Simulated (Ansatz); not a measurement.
Stress against strain in ZnS

```yaml
crystal:
  lattice:
    - [3.81100, 0.00000, 0.00000]
    - [-1.90550, 3.30042, 0.00000]
    - [0.00000, 0.00000, 6.23400]
  atoms:
    - { symbol: Zn, position: [0.33333, 0.66667, 0.00000] }
    - { symbol: Zn, position: [0.66667, 0.33333, 0.50000] }
    - { symbol: S, position: [0.33333, 0.66667, 0.38500] }
    - { symbol: S, position: [0.66667, 0.33333, 0.88500] }
```

Atoms are numbered in the order listed.

The cell is COD entry 9008878, as deposited and not checked against the literature; nothing was relaxed. It differs from other determinations.

Level of theory: DFT, PBEsol, all-electron LAPW, scalar-relativistic in Ansatz 0.2.0.

Sampling and basis: a Γ-centred 8×8×5 k mesh, Fermi–Dirac smearing of 0.03 eV, basis error target 1 meV/atom, no spin polarisation.

The strain is applied along the Cartesian axes of the cell as listed (the other components stay zero). Fractional coordinates are held (clamped ions).

σ is the change of stress from the unstrained cell, which is at -1.28 GPa; tension is positive, so slopes are stress–strain coefficients at that pressure.

Only quantities that a quadratic follows smoothly over the whole series are listed; rougher ones are left out.

```tsv
εzz	σzz (GPa)	σxx (GPa)
-0.0300	-4.86	-0.90
-0.0200	-3.06	-0.58
-0.0100	-1.45	-0.28
0.0000	0.00	0.00
0.0100	1.29	0.27
0.0300	3.48	0.77
```

Task: Fit the series and read off the stiffness at zero strain.

Result: Least-squares fits y = p0 + p1 x + p2 x² to the rows give σzz (GPa): p1 = 139, p2 = -760; σxx (GPa): p1 = 27.8, p2 = -74. So C33 = 139 GPa and C13 = 28 GPa, for these axes.

Task: One run, at εzz = 0.0200, is withheld. Predict its row.

Result: The fits give 2.47, 0.53; the run gave 2.45, 0.53.
